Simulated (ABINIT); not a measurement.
The system is Sb.

```
CELL_PARAMETERS angstrom
2.15420 1.24373 3.75800
-2.15420 1.24373 3.75800
0.00000 -2.48746 3.75800
ATOMIC_POSITIONS crystal
Sb 0.76651 0.76651 0.76651
Sb 0.23349 0.23349 0.23349
```

| Property | Result |
| --- | --- |
| Program | ABINIT 10.8.3 (patched build) |
| Task | relaxation of cell and atoms |
| Functional | PBE |
| Potentials or basis | JTH PAW PBE v2.0 |
| Cutoff | 435 eV |
| k mesh | 6 × 6 × 6 |
| Occupations | fermi-dirac, width 0.05 eV |
| Spin | no spin polarisation |

At the start: pressure 2.8 GPa; volume 30.21 Å³/atom.

**Question.** Where does the relaxation end?

**Answer.** Over 14 steps the energy falls by 14.6 meV/atom and the volume is 32.15 Å³/atom (+6.4 %); space group R-3m (No. 166, to 0.05 Å).

The path:
```tsv
step	energy change (eV)	largest force (eV/Å)	pressure (GPa)	volume (Å³)
1	0.0000	0.0824	2.77	60.41
2	-0.0081	0.0297	2.23	60.92
3	-0.0241	0.1539	0.20	63.13
4	-0.0248	0.1547	0.05	63.35
5	-0.0268	0.1145	-0.25	63.98
6	-0.0280	0.0497	-0.25	64.25
7	-0.0284	0.0028	-0.09	64.20
8	-0.0285	0.0159	0.01	64.10
9	-0.0287	0.0210	0.09	64.02
10	-0.0289	0.0223	0.16	63.96
11	-0.0291	0.0160	0.17	64.02
12	-0.0292	0.0056	0.08	64.18
13	-0.0293	0.0006	0.02	64.28
14	-0.0293	0.0001	0.00	64.30
```

Final structure:
```
Sb
1.0
     2.18785    1.26316    3.87757
    -2.18785    1.26316    3.87757
     0.00000   -2.52631    3.87757
Sb
2
Direct
  0.76858 0.76858 0.76858
  0.23142 0.23142 0.23142
```
